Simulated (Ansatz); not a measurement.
**Molecular dynamics of Ta$_{16}$H**

input.yaml

```yaml
accuracy: low
crystal:
  lattice:
    - [6.62, 0.0, 0.0]
    - [0.0, 6.62, 0.0]
    - [0.0, 0.0, 6.62]
  atoms:
    - { symbol: Ta, position: [0.01425122, -0.00060419, 0.00054] }
    - { symbol: Ta, position: [0.50163279, -0.0044128, 0.00248669] }
    - { symbol: Ta, position: [-0.00392176, 0.49873165, 0.00230807] }
    - { symbol: Ta, position: [-0.00386754, 0.00327499, 0.5049727] }
    - { symbol: Ta, position: [0.24705657, 0.24123979, 0.24515432] }
    - { symbol: Ta, position: [0.49612938, 0.51302992, -0.00119186] }
    - { symbol: Ta, position: [0.50192698, 0.00931149, 0.50826755] }
    - { symbol: Ta, position: [0.74458552, 0.25578233, 0.24866279] }
    - { symbol: Ta, position: [0.00780223, 0.51565725, 0.50329793] }
    - { symbol: Ta, position: [0.24873107, 0.74213813, 0.2434611] }
    - { symbol: Ta, position: [0.23783908, 0.24091424, 0.74866645] }
    - { symbol: Ta, position: [0.49876505, 0.50016464, 0.49771112] }
    - { symbol: Ta, position: [0.75035374, 0.73535122, 0.25560994] }
    - { symbol: Ta, position: [0.7544726, 0.25316083, 0.73754182] }
    - { symbol: Ta, position: [0.25818027, 0.7404969, 0.74913396] }
    - { symbol: Ta, position: [0.74530114, 0.74722156, 0.74786102] }
    - { symbol: H, position: [0.76692084, 0.12075234, -0.03351936] }
basis:
  ecutwfc: 420.0
kpoints:
  mp_grid: { grid: [2, 2, 2] }
hamiltonian:
  xc: pbe
scf:
  occupations: { method: fermi_dirac, width: 0.05 }
  lower_state_search: "off"
md:
  timestep: 0.5
  n_steps: 300
  ensemble: nve
  temperature: 840.0
  initial_velocities: maxwell_boltzmann
  seed: 498970
```

Command:

```bash
$ ansatz run input.yaml --threads 2 --pin off --max-ram 5120MiB --backend cpu --events-out ev --progress --plain --runs-dir out
```

It goes on from the last frame of an earlier run, with new velocities.

Output, in part (step lines):

```
md step     0: t =     0.00 fs  T =   840.0 K  F+E_penalty+E_count = -158933.29308779 eV  E_kin = 1.737254 eV  conserved = -158931.55583341 eV  (8 SCF iters)
md step     1: t =     0.50 fs  T =   843.8 K  F+E_penalty+E_count = -158933.30102865 eV  E_kin = 1.745117 eV  conserved = -158931.55591163 eV  (6 SCF iters)
md step     2: t =     1.00 fs  T =   849.3 K  F+E_penalty+E_count = -158933.31246990 eV  E_kin = 1.756451 eV  conserved = -158931.55601903 eV  (6 SCF iters)
md step     3: t =     1.50 fs  T =   855.6 K  F+E_penalty+E_count = -158933.32574447 eV  E_kin = 1.769603 eV  conserved = -158931.55614134 eV  (6 SCF iters)
md step     4: t =     2.00 fs  T =   862.0 K  F+E_penalty+E_count = -158933.33894872 eV  E_kin = 1.782687 eV  conserved = -158931.55626158 eV  (6 SCF iters)
md step     5: t =     2.50 fs  T =   867.4 K  F+E_penalty+E_count = -158933.35020144 eV  E_kin = 1.793838 eV  conserved = -158931.55636341 eV  (3 SCF iters)
md step     6: t =     3.00 fs  T =   871.1 K  F+E_penalty+E_count = -158933.35790376 eV  E_kin = 1.801471 eV  conserved = -158931.55643259 eV  (3 SCF iters)
md step     7: t =     3.50 fs  T =   872.5 K  F+E_penalty+E_count = -158933.36095957 eV  E_kin = 1.804500 eV  conserved = -158931.55645916 eV  (3 SCF iters)
[... lines left out ...]
md step   299: t =   149.50 fs  T =   614.8 K  F+E_penalty+E_count = -158932.82803280 eV  E_kin = 1.271499 eV  conserved = -158931.55653382 eV  (3 SCF iters)
md step   300: t =   150.00 fs  T =   616.6 K  F+E_penalty+E_count = -158932.83187171 eV  E_kin = 1.275267 eV  conserved = -158931.55660456 eV  (6 SCF iters)
```

The steps, from the saved trajectory:

| time (fs) | T (K) | potential energy less start (eV) | conserved less start (meV/atom) |
| --- | --- | --- | --- |
| 0 | 840 | 0.000 | 0.00 |
| 5 | 863 | -0.048 | -0.03 |
| 10 | 814 | 0.053 | -0.03 |
| 15 | 738 | 0.212 | 0.00 |
| 20 | 741 | 0.205 | -0.03 |
| 25 | 623 | 0.448 | 0.00 |
| 30 | 590 | 0.516 | -0.02 |
| 35 | 544 | 0.611 | -0.02 |
| 40 | 449 | 0.809 | 0.00 |
| 45 | 468 | 0.768 | -0.03 |
| 50 | 416 | 0.876 | -0.01 |
| 55 | 417 | 0.875 | -0.01 |
| 60 | 454 | 0.799 | -0.03 |
| 65 | 425 | 0.859 | 0.00 |
| 70 | 523 | 0.654 | -0.03 |
| 75 | 510 | 0.681 | 0.00 |
| 80 | 549 | 0.601 | -0.02 |
| 85 | 613 | 0.470 | -0.01 |
| 90 | 631 | 0.432 | -0.01 |
| 95 | 682 | 0.326 | -0.04 |
| 100 | 666 | 0.361 | 0.00 |
| 105 | 738 | 0.211 | -0.04 |
| 110 | 707 | 0.276 | -0.01 |
| 115 | 716 | 0.257 | -0.01 |
| 120 | 738 | 0.211 | -0.03 |
| 125 | 674 | 0.343 | 0.01 |
| 130 | 705 | 0.278 | -0.04 |
| 135 | 638 | 0.417 | -0.02 |
| 140 | 643 | 0.407 | -0.03 |
| 145 | 555 | 0.590 | 0.00 |
| 150 | 617 | 0.461 | -0.05 |

The run went to its last step. The conserved energy stayed within 0.06 meV per atom of its start (net change -0.045 meV per atom), so the integration is sound. A run of 0.15 ps of so small a system gives no equilibrium averages. Limits of this set-up: coarse k mesh, odd electron count without spin, a small cell, in which the defect meets its images, a typed lattice constant that wasn't relaxed here, low accuracy level.

Mean squared displacements from the first frame to the last, about the centre of mass: Ta 0.02 Å², H 0.11 Å².

Last frame:

```xyz
17
Lattice="6.6200 0.0000 0.0000 0.0000 6.6200 0.0000 0.0000 0.0000 6.6200" Properties=species:S:1:pos:R:3
Ta -0.119 0.018 -0.012
Ta 3.260 -0.025 0.030
Ta 0.055 3.305 -0.007
Ta 0.034 0.010 3.230
Ta 1.807 1.718 1.714
Ta 3.288 3.277 0.053
Ta 3.315 0.056 3.304
Ta 4.872 1.654 1.706
Ta 0.032 3.310 3.403
Ta 1.644 4.857 1.674
Ta 1.693 1.754 4.944
Ta 3.276 3.280 3.275
Ta 4.972 4.990 1.620
Ta 4.956 1.694 4.902
Ta 1.714 4.881 4.867
Ta 4.917 4.884 4.980
H 4.836 0.896 -0.012
```

Run time: 17 min on 2 threads of AMD EPYC 7B13 (Zen 3), with other jobs on the host, peak memory 1 GiB.
